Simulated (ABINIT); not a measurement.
Here is an ABINIT 10.8.3 (patched build) calculation.

run.abi

```
# Datasets: ground state, then fixed potential
ndtset 2

# Pseudopotentials
pp_dirpath "./"
pseudos "Te.GGA_PBE-JTH.xml, Be.GGA_PBE-JTH.xml"

# Structure
acell 3*1.0 Angstrom
rprim
     0.0000000000     2.7700000000     2.7700000000
     2.7700000000     0.0000000000     2.7700000000
     2.7700000000     2.7700000000     0.0000000000
ntypat 2
znucl 52 4
natom 2
typat 1 2
xred
     0.7500000000     0.7500000000     0.7500000000
     0.0000000000     0.0000000000     0.0000000000

# Plane-wave basis
ecut 19.0
pawecutdg 38.0

# Exchange and correlation
ixc -106132

# Bands and occupations
occopt 3
tsmear 0.05 eV

# SCF cycle
nstep 100

# Output
iomode 3
prtwf 0
prteig 0
prtebands 0
prtden1 1

# Dataset 1
kptopt1 1
ngkpt1 8 8 8
nshiftk1 1
shiftk1 0.0 0.0 0.0
nband1 9
tolvrs1 1.0e-9

# Dataset 2: bands along G-X-W-K-G-L-U-W-L-K
iscf2 -2
getden2 1
nband2 15
nbdbuf2 4
tolwfr2 1.0e-11
kptopt2 -9
ndivsm2 5
prteig2 1
kptbounds2
     0.0000000000     0.0000000000     0.0000000000
     0.5000000000     0.0000000000     0.5000000000
     0.5000000000     0.2500000000     0.7500000000
     0.3750000000     0.3750000000     0.7500000000
     0.0000000000     0.0000000000     0.0000000000
     0.5000000000     0.5000000000     0.5000000000
     0.6250000000     0.2500000000     0.6250000000
     0.5000000000     0.2500000000     0.7500000000
     0.5000000000     0.5000000000     0.5000000000
     0.3750000000     0.3750000000     0.7500000000
```

Potentials or basis: JTH PAW PBE v2.0.

Run with:

```bash
$ abinit run.abi > log 2>&1
```

(1) Predict the band gap on the k mesh.

(2) Predict the pressure.

(3) What does it give for the band gap along the path?

Answers

(1) 1.93 eV, indirect (least direct gap 3.71 eV).

(2) 5.1 GPa.

(3) 1.93 eV, indirect (least direct gap 3.71 eV).

Caveat: the PAW data sets were made with another functional, which shifts forces and pressure a little; spin-orbit coupling is left out, which moves the levels of the heavy elements.
